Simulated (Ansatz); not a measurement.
The calculation used DFT, revPBE, plane waves (420 eV) with PAW, scalar-relativistic in Ansatz 0.2.0. The PAW files were generated under PBE, with cores re-solved for the functional.

An element in the omega (AlB2-type) structure gives this curve. The cell is scaled uniformly from the relaxed one, with fractional coordinates and shape fixed. Energies are extrapolated to zero smearing, pressures are those at the given smearing. Magnetic state: spin not included.

```tsv
V (Å³/atom)	E − E₀ (meV/atom)	P (GPa)
13.481	291.9	57.43
14.094	119.3	34.00
14.707	27.2	15.16
15.320	-0.1	0.01
15.933	24.7	-12.17
16.545	91.3	-21.93
17.158	191.4	-29.72
```

Problem. Which element is it?
A. palladium
B. rhenium
C. molybdenum
D. phosphorus

Solution. B. Its fit is V₀ = 15.31 Å³/atom, B₀ = 339 GPa, B₀′ = 4.4.
